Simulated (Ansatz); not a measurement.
# A defect in a wire: (3,3) C nanotube, P in place of one C, part 3 of 4

What does the defect do to the conductance?

Ansatz 0.2.0; DFT PBE, plane waves, PAW; relaxation of a wire's period (the session's first sound run).

So far, conductance of the lead as this run defines it (G₀): step 3 (the perfect wire) 1.99.

## (4) Relaxation of the scattering region

This step: DFT PBE, plane waves, PAW; relaxation of a junction in a wire, ends held (Ansatz 0.2.0).

System of this step: (3,3) C nanotube, P in place of one C. The cell holds 108 atoms: 107 C and 1 P. Its edges and angles: a = 10.868 Å, b = 10.806 Å, c = 22.198 Å, α = 90.0°, β = 90.0°, γ = 90.0°. Regions: held atoms, 72 atoms (72 C); free atoms, 36 atoms (35 C and 1 P). Vacuum lies along a and b. The structure's axis is c.

36 atoms at the defect are free to relax, while 72 stay where the perfect wire has them, so that the ends still repeat as a lead. The cutoff is set under the files' recommended one to save time.

File input.yaml:

```yaml
crystal:
  lattice:
    - [10.868, 0.0, 0.0]
    - [0.0, 10.806, 0.0]
    - [0.0, 0.0, 22.1983374737]
  atoms:
    - { symbol: C, position: [0.648270349, 0.62532147, 0.0] }
    - { symbol: C, position: [0.693514287, 0.500080886, 0.0] }
    - { symbol: C, position: [0.306485713, 0.499919114, 0.055555556] }
    - { symbol: C, position: [0.351729651, 0.37467853, 0.055555556] }
    - { symbol: C, position: [0.466301161, 0.691757203, 0.055555556] }
    - { symbol: C, position: [0.596808737, 0.668744024, 0.055555556] }
    - { symbol: C, position: [0.596793604, 0.331410617, 0.055555556] }
    - { symbol: C, position: [0.681870799, 0.433551834, 0.055555556] }
    - { symbol: C, position: [0.318129201, 0.566448166, 0.0] }
    - { symbol: C, position: [0.403206396, 0.668589383, 0.0] }
    - { symbol: C, position: [0.403191263, 0.331255976, 0.0] }
    - { symbol: C, position: [0.533698839, 0.308242797, 0.0] }
    - { symbol: C, position: [0.648270349, 0.62532147, 0.111111111] }
    - { symbol: C, position: [0.693514287, 0.500080886, 0.111111111] }
    - { symbol: C, position: [0.306485713, 0.499919114, 0.166666667] }
    - { symbol: C, position: [0.351729651, 0.37467853, 0.166666667] }
    - { symbol: C, position: [0.466301161, 0.691757203, 0.166666667] }
    - { symbol: C, position: [0.596808737, 0.668744024, 0.166666667] }
    - { symbol: C, position: [0.596793604, 0.331410617, 0.166666667] }
    - { symbol: C, position: [0.681870799, 0.433551834, 0.166666667] }
    - { symbol: C, position: [0.318129201, 0.566448166, 0.111111111] }
    - { symbol: C, position: [0.403206396, 0.668589383, 0.111111111] }
    - { symbol: C, position: [0.403191263, 0.331255976, 0.111111111] }
    - { symbol: C, position: [0.533698839, 0.308242797, 0.111111111] }
    - { symbol: C, position: [0.648270349, 0.62532147, 0.222222222] }
    - { symbol: C, position: [0.693514287, 0.500080886, 0.222222222] }
    - { symbol: C, position: [0.306485713, 0.499919114, 0.277777778] }
    - { symbol: C, position: [0.351729651, 0.37467853, 0.277777778] }
    - { symbol: C, position: [0.466301161, 0.691757203, 0.277777778] }
    - { symbol: C, position: [0.596808737, 0.668744024, 0.277777778] }
[... 72 atom lines left out ...]
    - { symbol: C, position: [0.596793604, 0.331410617, 0.944444444] }
    - { symbol: C, position: [0.681870799, 0.433551834, 0.944444444] }
    - { symbol: C, position: [0.318129201, 0.566448166, 0.888888889] }
    - { symbol: C, position: [0.403206396, 0.668589383, 0.888888889] }
    - { symbol: C, position: [0.403191263, 0.331255976, 0.888888889] }
    - { symbol: C, position: [0.533698839, 0.308242797, 0.888888889] }
magnetization:
  spin_polarized: true
kpoints:
  mp_grid: { grid: [1, 1, 2] }
scf:
  occupations: { method: fermi_dirac, width: 0.1 }
hamiltonian:
  xc: pbe
relax:
  constraints:
    - { sites: [0, 1, 2, 3, 4, 5, 6, 7, 8, 9, 10, 11, 12, 13, 14, 15, 16, 17, 18, 19, 20, 21, 22, 23, 24, 25, 26, 27, 28, 29, 30, 31, 32, 33, 34, 35, 72, 73, 74, 75, 76, 77, 78, 79, 80, 81, 82, 83, 84, 85, 86, 87, 88, 89, 90, 91, 92, 93, 94, 95, 96, 97, 98, 99, 100, 101, 102, 103, 104, 105, 106, 107] }
  f_tol: 0.06
  max_steps: 35
basis:
  ecutwfc: "350 eV"
```

Launch:

```
> ansatz run input.yaml --threads 4 --pin off --max-ram 16384MiB --backend cpu --events-out ev --progress --plain --runs-dir out
```

Numbers of over 12 decimals in the logs are rounded to 6 here.

Log:

```text
[...]
Warning: crystal.symmetry: narrowed to the stabiliser of the relax constraints — unitary ops 2 → 1; lowered at sites 36, 37, 44, 45, 46, 47, 72, 73, 80, 81, 82, 83 (the operations that carried what is held of a site onto what its image site leaves free; the constrained walk keeps no symmetry that its constraints do not admit)
[...]
Crystal: 108 atoms, lattice volume = 2606.964 Å³
Basis set: ecut = 350 eV, 38787 PW (Γ), exchange–correlation on 144×144×288 points (8 copies of the dense FFT grid, shifted against one another)
Bands: 325, of which v1, the nominal top of the filled ones, is band 217 counted from 1 (216 counted from 0)
Symmetry: 1 space group operations
k-points: 2
[...]
Starting moments: Σ|m| = 0.3 μB on 1 of 108 sites
[...]
SCF iter   1: F=—  HF=-27601.662536 eV  |F-HF|=—  |Δ(HF+E_count)|=         —  Δρ=3.88e-2 (↑3.87e-2 ↓3.88e-2)  dr2=1.54e2  dr2_m=1.05e-2  M=0.018 μB ∫|m|=0.058 μB  β_m=0.30  ethr=3.10e-3  ⟨swp⟩=7.0  Hψ=6558  notcnv=0  defer=228
[...]
spin=Collinear: LDOS preconditioning applied to the charge; magnetization (m = ρ↑ − ρ↓) channel mixes plain (no charge-response kernel on spin).
SCF iter   2: F=—  HF=-27561.893605 eV  |F-HF|=—  |Δ(HF+E_count)|=    3.98e1  Δρ=2.36e-2 (↑2.35e-2 ↓2.36e-2)  dr2=5.14e1  dr2_m=5.41e-3  M=0.018 μB ∫|m|=0.051 μB  β_m=0.30  ethr=3.10e-3  ⟨swp⟩=3.0  Hψ=2579  notcnv=0  defer=306
[...]
SCF iter   7: F=—  HF=-27544.019298 eV  |F-HF|=—  |Δ(HF+E_count)|=   5.01e-4  Δρ=1.32e-4 (↑1.29e-4 ↓1.32e-4)  dr2=5.54e-4  dr2_m=2.49e-4  M=0.005 μB ∫|m|=0.020 μB  β_m=0.30  ethr=4.59e-7  ⟨swp⟩=3.2  Hψ=2495  notcnv=0  defer=302
[...]
spin-set hold released at iteration 7 (site moments contracting): the magnetisation degrees of freedom join the quasi-Newton model from the next iteration; the mixer history was flushed
SCF iter   8: F=—  HF=-27544.019469 eV  |F-HF|=—  |Δ(HF+E_count)|=   1.72e-4  Δρ=9.36e-5 (↑9.12e-5 ↓9.36e-5)  dr2=1.65e-4  dr2_m=1.40e-4  M=0.003 μB ∫|m|=0.018 μB  β_m=0.54  ethr=1.28e-7  ⟨swp⟩=3.0  Hψ=1523  notcnv=0  defer=302
[...]
SCF iter  11: F=-27544.019809 eV  HF=-27544.019809 eV  |F-HF|=1.70e-7  |Δ(HF+E_count)|=   2.64e-6  Δρ=2.65e-6 (↑2.38e-6 ↓2.65e-6)  dr2=4.85e-8  dr2_m=1.40e-7  M=0.000 μB ∫|m|=0.005 μB  ethr=7.50e-11  ⟨swp⟩=3.0  Hψ=2419  notcnv=0
WARN: the starting moments were not kept: the SCF closed with an absolute magnetisation of 4.8e-3 μB, where they sum to 0.3 μB in size (1 site). That is at most 0.1 of that sum. Measured as dr2_m measures the in/out step, that magnetisation stands 2.4e-7 eV from none, at or under the dr2_threshold of 9.0e-5 eV: it is no larger than a step whose dr2_m would equal this threshold. The system may hold no moment; this SCF [...]
SCF 1 converged in 11 iterations: F = -27544.019809 eV  dr2 = 4.85e-8
[...]
relax step   1: F+E_penalty+E_count = -27544.01980909 eV  Δ(F+E_penalty+E_count) = +0.000e0 eV  max|allowed force component| = 1.584e1 eV/Å  Δτ_max = 0.0000 Å  (11 SCF iters, dr2 threshold 9.00e-5 eV, accepted)
[...]
Starting moments: Σ|m| = 0.3 μB on 1 of 108 sites; this step starts from the density that it was given
[...]
SCF iter   6: F=-27547.807537 eV  HF=-27547.807534 eV  |F-HF|=2.73e-6  |Δ(HF+E_count)|=   5.06e-5  Δρ=7.40e-6 (↑7.40e-6 ↓7.04e-6)  dr2=4.43e-6  dr2_m=2.30e-7  M=0.000 μB ∫|m|=0.004 μB  ethr=9.54e-9  ⟨swp⟩=3.5  Hψ=3058  notcnv=0
the starting moments were not kept: the SCF closed with an absolute magnetisation of 3.9e-3 μB, where they sum to 0.3 μB in size (1 site). That is at most 0.1 of that sum. Measured as dr2_m measures the in/out step, that magnetisation stands 2.5e-7 eV from none, at or under the dr2_threshold of 1.0e-4 eV: it is no larger than a step whose dr2_m would equal this threshold.
SCF 2 converged in 6 iterations: F = -27547.807537 eV  dr2 = 4.43e-6
[...]
relax step   2: F+E_penalty+E_count = -27547.80753682 eV  Δ(F+E_penalty+E_count) = -3.788e0 eV  max|allowed force component| = 7.761e0 eV/Å  Δτ_max = 0.1212 Å  (6 SCF iters, dr2 threshold 1.00e-4 eV, accepted)
[...]
SCF iter  11: F=-27549.458972 eV  HF=-27549.458972 eV  |F-HF|=1.69e-7  |Δ(HF+E_count)|=   2.65e-6  Δρ=2.95e-6 (↑2.95e-6 ↓2.79e-6)  dr2=1.58e-7  dr2_m=1.73e-7  M=0.003 μB ∫|m|=0.008 μB  ethr=5.69e-11  ⟨swp⟩=1.0  Hψ=3986  notcnv=0
[...]
SCF 3 converged in 11 iterations: F = -27549.458972 eV  dr2 = 1.58e-7
[...]
relax step   3: F+E_penalty+E_count = -27549.45897178 eV  Δ(F+E_penalty+E_count) = -1.651e0 eV  max|allowed force component| = 3.598e0 eV/Å  Δτ_max = 0.1806 Å  (11 SCF iters, dr2 threshold 1.00e-4 eV, accepted)
[...]
relax step   4: F+E_penalty+E_count = -27550.26359009 eV  Δ(F+E_penalty+E_count) = -8.046e-1 eV  max|allowed force component| = 3.456e0 eV/Å  Δτ_max = 0.2000 Å  (8 SCF iters, dr2 threshold 1.00e-4 eV, accepted)
[...]
relax step   5: F+E_penalty+E_count = -27550.99605804 eV  Δ(F+E_penalty+E_count) = -7.325e-1 eV  max|allowed force component| = 1.873e0 eV/Å  Δτ_max = 0.1950 Å  (7 SCF iters, dr2 threshold 1.00e-4 eV, accepted)
[...]
relax step   6: F+E_penalty+E_count = -27551.29596599 eV  Δ(F+E_penalty+E_count) = -2.999e-1 eV  max|allowed force component| = 6.659e-1 eV/Å  Δτ_max = 0.2000 Å  (6 SCF iters, dr2 threshold 1.00e-4 eV, accepted)
[...]
relax step   7: F+E_penalty+E_count = -27551.33304910 eV  Δ(F+E_penalty+E_count) = -3.708e-2 eV  max|allowed force component| = 4.170e-1 eV/Å  Δτ_max = 0.0602 Å  (5 SCF iters, dr2 threshold 5.60e-5 eV, accepted)
[...]
relax step   8: F+E_penalty+E_count = -27551.34476567 eV  Δ(F+E_penalty+E_count) = -1.172e-2 eV  max|allowed force component| = 2.449e-1 eV/Å  Δτ_max = 0.0175 Å  (4 SCF iters, dr2 threshold 2.20e-5 eV, accepted)
[...]
relax step   9: F+E_penalty+E_count = -27551.34674560 eV  Δ(F+E_penalty+E_count) = -1.980e-3 eV  max|allowed force component| = 6.651e-2 eV/Å  Δτ_max = 0.0187 Å  (4 SCF iters, dr2 threshold 2.07e-5 eV, accepted)
SCF iter   1: F=—  HF=-27551.346608 eV  |F-HF|=—  |Δ(HF+E_count)|=         —  Δρ=1.35e-4 (↑1.34e-4 ↓1.35e-4)  dr2=1.35e-3  dr2_m=1.76e-8  M=0.000 μB ∫|m|=0.002 μB  β_m=0.30  ethr=2.98e-6  ⟨swp⟩=3.0  Hψ=2401  notcnv=0  defer=297
[...]
SCF iter   7: F=-27551.347262 eV  HF=-27551.347262 eV  |F-HF|=1.31e-9  |Δ(HF+E_count)|=   1.49e-8  Δρ=1.90e-7 (↑1.86e-7 ↓1.90e-7)  dr2=2.22e-9  dr2_m=3.65e-10  M=0.000 μB ∫|m|=0.001 μB  ethr=3.68e-12  ⟨swp⟩=1.0  Hψ=2978  notcnv=0
[...]
SCF 10 converged in 7 iterations: F = -27551.347262 eV  dr2 = 2.22e-9
relax step  10: F+E_penalty+E_count = -27551.34726217 eV  Δ(F+E_penalty+E_count) = -5.166e-4 eV  max|allowed force component| = 1.988e-2 eV/Å  Δτ_max = 0.0053 Å  (7 SCF iters, accepted)
SCF converged after 7 iterations
Magnetization: 0.0001 μB (216.5000 up, 216.5000 down)
Absolute magnetization: 0.0006 μB (∫|ρ↑−ρ↓|, with the PAW one-centre terms)
[...]
Per-site moments (μB) at R_I (Å): [(2.9053987248589886e-6, 0.591165), (-2.778884475889409e-6, 0.591147), (-2.643232671377798e-6, 0.591147), (2.8582906173461103e-6, 0.591165), (2.830085831012103e-6, 0.591152), (-2.6460404232879132e-6, 0.591165), (-2.6005277044293843e-6, 0.591152), (2.746260454875285e-6, 0.591147), (2.9597328916843647e-6, 0.591147), (-2.785556765977735e-6, 0.591152), (-2.8282799161537476e-6, 0.591165), [...]
Free energy (F): -27551.347262 eV
[...]
Internal energy: -27551.075712 eV  (E = F + TS)
E sigma→0 (E₀):  -27551.211487 eV
Entropy (-TS):   -0.271550 eV (-2.514 meV/atom)
Fermi energy:    0.006954 eV
[...]
--- Forces (eV/Å), atoms counted from 1 ---
  atom   1  C      0.00830239     0.01664587    -0.00452515
  atom   2  C     -0.00409161    -0.00827443    -0.00411056
  atom   3  C      0.02416275    -0.00597828    -0.01320444
  atom   4  C     -0.01091679     0.01434417    -0.04459397
  atom   5  C      0.01408975     0.00100585    -0.01952271
  atom   6  C     -0.00804987    -0.00326400    -0.00608488
  atom   7  C     -0.02091322     0.00267867    -0.00328845
  atom   8  C      0.00352647     0.00039239    -0.00123705
  atom   9  C     -0.03077349     0.00032563    -0.00311865
  atom  10  C      0.01397270     0.01138363    -0.00480420
  atom  11  C     -0.02908220     0.01335214    -0.00151083
  atom  12  C      0.03069152    -0.03374540    -0.00524621
  atom  13  C     -0.00589912     0.01767176     0.00310542
  atom  14  C     -0.00267553    -0.02247506     0.02566063
  atom  15  C     -0.01939193     0.08918139     0.06035896
  atom  16  C     -0.00949093    -0.08900087    -0.11997469
  atom  17  C     -0.05148501     0.02001237    -0.01406401
  atom  18  C      0.07542557    -0.02552471     0.00854259
  atom  19  C     -0.01944874    -0.02949546    -0.03110696
  atom  20  C      0.03551769     0.01554568    -0.02528392
  atom  21  C      0.00085569     0.00328367     0.00839830
  atom  22  C      0.01490783    -0.00614497     0.03960955
  atom  23  C     -0.05940228     0.02554288     0.10988949
  atom  24  C      0.05384340    -0.01075171     0.02341228
  atom  25  C     -0.04911558    -0.02146149    -0.25067909
  atom  26  C     -0.03080159     0.03584589    -0.05676528
  atom  27  C      0.03208463     0.09682049     0.27018328
  atom  28  C      0.03936797    -0.11507697    -0.01710940
  atom  29  C      0.03664704     0.03687018    -0.12574549
  atom  30  C     -0.21952820     0.00996374    -0.95239026
  atom  31  C      0.04253763    -0.00146771     0.03252167
  atom  32  C      0.05452552    -0.11201123    -0.13509066
  atom  33  C      0.00097337     0.05197008    -0.21509394
  atom  34  C      0.01260956    -0.08483238    -0.05362423
  atom  35  C      0.05446674     0.03440263     0.02177142
  atom  36  C     -0.04944179     0.02662815    -0.04441654
  atom  37  C      0.00679820     0.00199627     0.00409977
  atom  38  C     -0.00629805     0.00534501    -0.00072169
  atom  39  C      0.00543123     0.01566014    -0.00078094
  atom  40  C      0.00540145    -0.01987654     0.00237000
[...]
atom  97  C     -0.00133136     0.00755489     0.00536678
  atom  98  C     -0.00588702    -0.01506014    -0.01625567
  atom  99  C      0.02125875    -0.00175124     0.01579043
  atom 100  C     -0.01052630     0.00904182     0.04364714
  atom 101  C      0.00308609     0.00492381     0.02249250
  atom 102  C      0.00184720    -0.00304678     0.00599477
  atom 103  C     -0.02529793    -0.00511869     0.00881881
  atom 104  C      0.01062108     0.00628003     0.00321126
  atom 105  C      0.00622145     0.00858304    -0.00477064
  atom 106  C      0.01046284    -0.01220595    -0.02980098
  atom 107  C     -0.05217605     0.02412754    -0.10237184
  atom 108  C      0.04690025    -0.00838382    -0.01947310
  max |Σ_I F_I| component: 1.08e-5 eV/Å
--- Relaxed structure (10 steps of the walk, 10 accepted, 0 SCFs on fresh bases) ---
  F+E_penalty+E_count = -27551.34726217 eV   max|allowed force component| = 1.988e-2 eV/Å
  atoms:
    - { symbol: C, position: [0.648270349, 0.625321, 0.0] }
    - { symbol: C, position: [0.693514287, 0.500080886, 0.0] }
    - { symbol: C, position: [0.306485713, 0.499919, 0.055556] }
    - { symbol: C, position: [0.351729651, 0.374679, 0.055556] }
    - { symbol: C, position: [0.466301161, 0.691757, 0.055556] }
    - { symbol: C, position: [0.596808737, 0.668744024, 0.055556] }
    - { symbol: C, position: [0.596793604, 0.331410617, 0.055556] }
    - { symbol: C, position: [0.681870799, 0.433552, 0.055556] }
    - { symbol: C, position: [0.318129201, 0.566448166, 0.0] }
    - { symbol: C, position: [0.403206396, 0.668589, 0.0] }
    - { symbol: C, position: [0.403191263, 0.331255976, 0.0] }
    - { symbol: C, position: [0.533698839, 0.308243, 0.0] }
    - { symbol: C, position: [0.648270349, 0.625321, 0.111111111] }
    - { symbol: C, position: [0.693514287, 0.500080886, 0.111111111] }
    - { symbol: C, position: [0.306485713, 0.499919, 0.166666667] }
    - { symbol: C, position: [0.351729651, 0.374679, 0.166666667] }
    - { symbol: C, position: [0.466301161, 0.691757, 0.166666667] }
    - { symbol: C, position: [0.596808737, 0.668744024, 0.166666667] }
    - { symbol: C, position: [0.596793604, 0.331410617, 0.166666667] }
    - { symbol: C, position: [0.681870799, 0.433552, 0.166666667] }
    - { symbol: C, position: [0.318129201, 0.566448166, 0.111111111] }
    - { symbol: C, position: [0.403206396, 0.668589, 0.111111111] }
    - { symbol: C, position: [0.403191263, 0.331255976, 0.111111111] }
    - { symbol: C, position: [0.533698839, 0.308243, 0.111111111] }
    - { symbol: C, position: [0.648270349, 0.625321, 0.222222222] }
    - { symbol: C, position: [0.693514287, 0.500080886, 0.222222222] }
    - { symbol: C, position: [0.306485713, 0.499919, 0.277777778] }
    - { symbol: C, position: [0.351729651, 0.374679, 0.277777778] }
    - { symbol: C, position: [0.466301161, 0.691757, 0.277777778] }
    - { symbol: C, position: [0.596808737, 0.668744024, 0.277777778] }
    - { symbol: C, position: [0.596793604, 0.331410617, 0.277777778] }
    - { symbol: C, position: [0.681870799, 0.433552, 0.277777778] }
    - { symbol: C, position: [0.318129201, 0.566448166, 0.222222222] }
    - { symbol: C, position: [0.403206396, 0.668589, 0.222222222] }
    - { symbol: C, position: [0.403191263, 0.331255976, 0.222222222] }
    - { symbol: C, position: [0.533698839, 0.308243, 0.222222222] }
    - { symbol: C, position: [0.648953, 0.625588, 0.331847] }
    - { symbol: C, position: [0.694269, 0.500198, 0.332915] }
    - { symbol: C, position: [0.309647, 0.499594, 0.388731] }
    - { symbol: C, position: [0.352178, 0.373922, 0.388688] }
[...]
- { symbol: P, position: [0.627753, 0.742435, 0.499645] }
[...]
- { symbol: C, position: [0.648270349, 0.625321, 0.888889] }
    - { symbol: C, position: [0.693514287, 0.500080886, 0.888889] }
    - { symbol: C, position: [0.306485713, 0.499919, 0.944444444] }
    - { symbol: C, position: [0.351729651, 0.374679, 0.944444444] }
    - { symbol: C, position: [0.466301161, 0.691757, 0.944444444] }
    - { symbol: C, position: [0.596808737, 0.668744024, 0.944444444] }
    - { symbol: C, position: [0.596793604, 0.331410617, 0.944444444] }
    - { symbol: C, position: [0.681870799, 0.433552, 0.944444444] }
    - { symbol: C, position: [0.318129201, 0.566448166, 0.888889] }
    - { symbol: C, position: [0.403206396, 0.668589, 0.888889] }
    - { symbol: C, position: [0.403191263, 0.331255976, 0.888889] }
    - { symbol: C, position: [0.533698839, 0.308243, 0.888889] }
```

Wall time 11 min (4 threads of Arm Neoverse V1, shared host); peak memory 9.7 GiB; 41 min of CPU time.

The steps of the relaxation:

```tsv
step	energy less that of the first step (eV)	largest force component (eV/Å)
1	0.0000	15.8436
2	-3.7877	7.7605
3	-5.4392	3.5975
4	-6.2438	3.4557
5	-6.9762	1.8735
6	-7.2762	0.6659
7	-7.3132	0.4170
8	-7.3250	0.2449
9	-7.3269	0.0665
10	-7.3275	0.0199
```

The atoms that moved most (Å):

```tsv
atom	dx	dy	dz	length
P54	0.336	0.796	-0.008	0.864
C53	-0.102	0.166	-0.002	0.195
C49	0.104	0.105	-0.105	0.181
C61	0.099	0.104	0.089	0.169
C56	-0.044	0.107	-0.003	0.115
C50	-0.053	0.092	-0.023	0.108
C62	-0.055	0.090	0.016	0.107
C55	-0.001	0.089	-0.002	0.089
```

This step gave:

* energy at zero smearing: -27551.2115 eV
* absolute moment: 0 μB

The largest force component on a free atom ends at 0.020 eV/Å, under the limit of 0.06. P ends nearest to C at 1.79 Å, C at 1.80 Å and C at 1.90 Å.

(Continued in part 4 of 4.)

[Logs are printed without paths, hosts, clocks, repeated set-up lines and the standing remarks that a program may print on its own settings, such as how far it seeks lower states.]

[Hosts, paths, dates, database ids (printed as entryN), source tags and the programs' standing remarks are cut or masked in the printed files.]
